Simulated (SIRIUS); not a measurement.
W:

```xyz
1
Lattice="0.0000 2.0300 2.0300 2.0300 0.0000 2.0300 2.0300 2.0300 0.0000" Properties=species:S:1:pos:R:3 pbc="T T T"
W     0.0000    0.0000    0.0000
```

This isn't the form of W at room conditions, which is bcc.

```yaml
Program: SIRIUS 7.10.0
Task: single point
Functional: PBEsol
Potentials_or_basis: PseudoDojo 0.4.1 PBEsol standard (scalar relativistic)
Cutoff: 1030 eV
Density_cutoff: 4119 eV
k_mesh: 11 × 11 × 11
Occupations: fermi-dirac, width 0.05 eV
Spin: no spin polarisation
```

On this cell: pressure -12.6 GPa; band gap on the k mesh none (metal or under the smearing width).

The same run follows on a disturbed copy (cell strained at random at fixed volume):

```
W
1.0
     0.01192    2.00823    2.03186
     2.02971    0.01106    2.03272
     2.05415    2.03352   -0.01337
W
1
Direct
  0.99325 0.99126 0.01410
```

What does the disturbed cell give?

The energy (extrapolated to zero smearing) moves by -4.4 meV/atom; pressure -12.5 GPa; band gap on the k mesh none (metal or under the smearing width).

Stress tensor (GPa, compression positive):
```
-11.92   2.43  -0.73
  2.43 -14.30  -1.02
 -0.73  -1.02 -11.39
```

The energy falls, though the first cell shows no forces: that form is unstable against this distortion, unless noise or another electronic state is at work.
